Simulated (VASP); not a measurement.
# TePb (Fm-3m) in VASP: settings compared, part 2 of 2

VASP 6.6.1. Earlier steps stand in the parts before.

### Step 6. Single point, r2SCAN

This run uses another cell than the first one, of 34.92 Å³/atom.

Input file POSCAR:

```
TePb
1.0
    0.0000000000      3.2686743654      3.2686743654
    3.2686743654      0.0000000000      3.2686743654
    3.2686743654      3.2686743654      0.0000000000
Te Pb
1 1
Direct
    0.5000000000      0.5000000000      0.5000000000
    0.0000000000      0.0000000000      0.0000000000
```

Input file INCAR.step1:

```
SYSTEM = TePb
PREC     = Accurate       ! precision mode
ENCUT    = 520            ! plane-wave cutoff, eV
ISMEAR   = -1             ! smearing method
SIGMA    = 0.02           ! smearing width, eV
LREAL    = .FALSE.        ! projectors in reciprocal space
LASPH    = .TRUE.         ! aspherical terms in the spheres
NELM     = 80             ! most SCF steps
NBANDS   = 17             ! bands
GGA      = PE             ! functional
ALGO     = Normal         ! electronic algorithm
EDIFF    = 1E-4           ! SCF threshold, eV
LWAVE    = .TRUE.         ! write WAVECAR
LCHARG   = .FALSE.        ! write CHGCAR
```

Input file INCAR.step2:

```
SYSTEM = TePb
PREC     = Accurate       ! precision mode
ENCUT    = 520            ! plane-wave cutoff, eV
EDIFF    = 1E-6           ! SCF threshold, eV
ISMEAR   = -1             ! smearing method
SIGMA    = 0.02           ! smearing width, eV
LREAL    = .FALSE.        ! projectors in reciprocal space
LASPH    = .TRUE.         ! aspherical terms in the spheres
NELM     = 80             ! most SCF steps
ALGO     = Normal         ! electronic algorithm
ISIF     = 2              ! what is computed and relaxed
LWAVE    = .FALSE.        ! write WAVECAR
LCHARG   = .FALSE.        ! write CHGCAR
METAGGA  = R2SCAN         ! meta-GGA
LMIXTAU  = .TRUE.       
NBANDS   = 17             ! bands
ISTART   = 1
```

Input file KPOINTS:

```
regular mesh
0
G
  8 8 8
  0 0 0
```

Potentials or basis: VASP PAW PBE potentials, release 64 (Te, Pb_d).

The run is started by

```sh
> cat potpaw_PBE.64/Te/POTCAR potpaw_PBE.64/Pb_d/POTCAR > POTCAR
> cp INCAR.step1 INCAR
> mpirun -np 1 vasp_std > vasp.out
> cp INCAR.step2 INCAR
> mpirun -np 1 vasp_std > vasp.out
```

OUTCAR:

```text
SYSTEM = TePb
   PREC = Accurate
   ENCUT = 520
   EDIFF = 1E-6
   ISMEAR = -1
   LREAL = .FALSE.
   LASPH = .TRUE.
   NELM = 80
   ISIF = 2
   METAGGA = R2SCAN
   ISTART = 1

 ion  position               nearest neighbor table
   1  0.500  0.500  0.500-   2 3.27   2 3.27   2 3.27   2 3.27   2 3.27   2 3.27
   2  0.000  0.000  0.000-   1 3.27   1 3.27   1 3.27   1 3.27   1 3.27   1 3.27

  LATTYP: Found a face centered cubic cell.
 ALAT       =     6.5373487308

  Lattice vectors:

 A1 = (   0.0000000000,   3.2686743654,   3.2686743654)
 A2 = (   3.2686743654,   0.0000000000,   3.2686743654)
 A3 = (   3.2686743654,   3.2686743654,   0.0000000000)

Analysis of symmetry for initial positions (statically):
=====================================================================
 Subroutine PRICEL returns:
 Original cell was already a primitive cell.

 Routine SETGRP: Setting up the symmetry group for a
 face centered cubic supercell.

 Subroutine GETGRP returns: Found 48 space group operations
 (whereof 48 operations were pure point group operations)
[... 161 lines left out ...]

  energy without entropy =      -82.70611600  energy(sigma->0) =      -82.70611600

 E-fermi :   5.5266     XC(G=0):  -9.6491

 val. band max:        5.0572830388   @ k =   0.5000   0.0000   0.0000
 cond. band min:       6.1518330402   @ k =   0.5000   0.0000   0.0000
 fundamental gap:      1.0945500015
 Fermi energy:         5.5265861550

 k-point     1 :       0.0000    0.0000    0.0000
  band No.  band energies     occupation
      1     -12.2568      2.00000
      2     -12.2568      2.00000
      3     -12.2478      2.00000
      4     -12.2478      2.00000
      5     -12.2478      2.00000
      6      -7.1568      2.00000
[... 457 lines left out ...]
      4     -12.2374      2.00000
      5     -12.2305      2.00000
      6      -5.5517      2.00000
[... 9 lines left out ...]
     16      15.3273      0.00000
     17      15.7858      0.00000

 [... further k-points ...]

------------------------ aborting loop because EDIFF is reached ----------------------------------------

  FORCE on cell =-STRESS in cart. coord.  units (eV):
  Direction    XX          YY          ZZ          XY          YZ          ZX
  --------------------------------------------------------------------------------------
  -------------------------------------------------------------------------------------
  Total       -0.0258775     -0.0258775     -0.0258775      0.0000000      0.0000000     -0.0000000
  in kB       -0.5935924     -0.5935924     -0.5935924      0.0000000      0.0000000     -0.0000000
  external PRESSURE =      -0.5935924 kB  Pullay stress =       0.0000000 kB

 VOLUME and BASIS-vectors are now :
 -----------------------------------------------------------------------------
  energy-cutoff  :      520.00
  volume of cell :       69.85
      direct lattice vectors                 reciprocal lattice vectors
     0.000000000  3.268674365  3.268674365    -0.152967211  0.152967211  0.152967211
     3.268674365  0.000000000  3.268674365     0.152967211 -0.152967211  0.152967211
     3.268674365  3.268674365  0.000000000     0.152967211  0.152967211 -0.152967211

 POSITION                                       TOTAL-FORCE (eV/Angst)
 -----------------------------------------------------------------------------------
      3.26867      3.26867      3.26867         0.000000     -0.000000      0.000000
      0.00000      0.00000      0.00000        -0.000000      0.000000     -0.000000
 -----------------------------------------------------------------------------------
    total drift:                               -0.000000      0.000000      0.000000

  FREE ENERGIE OF THE ION-ELECTRON SYSTEM (eV)
  ---------------------------------------------------
  free  energy   TOTEN  =       -82.7061160005 eV

  energy  without entropy=      -82.7061160005  energy(sigma->0) =      -82.70611600
```

OUTCAR.step1:

```text
SYSTEM = TePb
   PREC = Accurate
   ENCUT = 520
   ISMEAR = -1
   LREAL = .FALSE.
   LASPH = .TRUE.
[... 701 lines left out ...]
      3.26867      3.26867      3.26867         0.000000      0.000000     -0.000000
      0.00000      0.00000      0.00000         0.000000      0.000000      0.000000
 -----------------------------------------------------------------------------------
    total drift:                               -0.000000      0.000000      0.000000

  FREE ENERGIE OF THE ION-ELECTRON SYSTEM (eV)
  ---------------------------------------------------
  free  energy   TOTEN  =        -7.5211173620 eV

  energy  without entropy=       -7.5211173619  energy(sigma->0) =       -7.52111736
```

OSZICAR.step1:

```text
N       E                     dE             d eps       ncg     rms          rms(c)
DAV:   1     0.155605554921E+03    0.15561E+03   -0.92304E+03   994   0.113E+03
DAV:   2     0.341676637748E+01   -0.15219E+03   -0.14759E+03  1031   0.292E+02
DAV:   3    -0.735547303539E+01   -0.10772E+02   -0.10692E+02  1279   0.855E+01
DAV:   4    -0.764624761340E+01   -0.29077E+00   -0.29056E+00  1240   0.160E+01
DAV:   5    -0.765846273013E+01   -0.12215E-01   -0.12215E-01  1429   0.295E+00    0.309E+00
DAV:   6    -0.752260041886E+01    0.13586E+00   -0.30433E-01  1443   0.372E+00    0.187E+00
DAV:   7    -0.751902069144E+01    0.35797E-02   -0.87200E-02  1197   0.139E+00    0.903E-01
DAV:   8    -0.752131828169E+01   -0.22976E-02   -0.10686E-02  1169   0.105E+00    0.165E-01
DAV:   9    -0.752106921285E+01    0.24907E-03   -0.16553E-03  1389   0.426E-01    0.711E-02
DAV:  10    -0.752111736197E+01   -0.48149E-04   -0.16996E-04  1038   0.941E-02
   1 F= -.75211174E+01 E0= -.75211174E+01  d E =-.255804E-10
```

Wall time 53 s (1 thread of Intel Xeon 6975P-C (Granite Rapids), shared host); peak memory 0.23 GiB.

What came out:

* Free energy: -82.7061 eV
* Pressure: -0.1 GPa
* Band gap on the k mesh: 1.09 eV

Caveat: the PAW data sets were made with another functional, which shifts forces and pressure a little; spin-orbit coupling is left out, which moves the levels of the heavy elements.

### Step 7. Overview

```tsv
level	cell	gap on the mesh (eV)	pressure (GPa)
PBE	a = 4.648 Å, angles 60.0°, 2 atoms	0.84	-0.1
r2SCAN	a = 4.528 Å, angles 60.0°, 2 atoms	0.96	2.9
r2SCAN	a = 4.560 Å, angles 60.0°, 2 atoms	1.01	1.8
r2SCAN	a = 4.592 Å, angles 60.0°, 2 atoms	1.05	0.8
r2SCAN	a = 4.623 Å, angles 60.0°, 2 atoms	1.09	-0.1
```

Alike in all rows: task single point; potentials or basis VASP PAW PBE potentials, release 64 (Te, Pb_d); no spin polarisation; k mesh 8 × 8 × 8; cutoff (eV) 520; smearing fermi-dirac 0.02 eV.

Caveats: spin-orbit coupling is left out, which moves the levels of the heavy elements; the PAW data sets were made with another functional, which shifts forces and pressure a little (at least some runs).

Total energies depend on the potentials used, so only differences within one code and one set of settings carry meaning.

### Step 8. Comparison with measurements

Step 2. A measured gap of TePb is 0.19 eV (direct; 4.2 K; a printed reference work, monograph); the calculated 0.84 eV misses it by +0.65 eV. Spin-orbit coupling on Pb, Te is left out. The value is that of PBE on a finite k mesh, which can miss the band edges, without temperature or zero-point motion.

Step 5. Against the measured gap of TePb, 0.19 eV (direct; 4.2 K; a printed reference work, monograph), the calculated 1.05 eV is off by +0.86 eV. Spin-orbit coupling on Pb, Te is left out. The value is that of r2SCAN on a finite k mesh, which can miss the band edges, without temperature or zero-point motion.

Step 6. A measured gap of TePb is 0.19 eV (direct; 4.2 K; a printed reference work, monograph); the calculated 1.09 eV misses it by +0.90 eV. Spin-orbit coupling on Pb, Te is left out. The value is that of r2SCAN on a finite k mesh, which can miss the band edges, without temperature or zero-point motion.
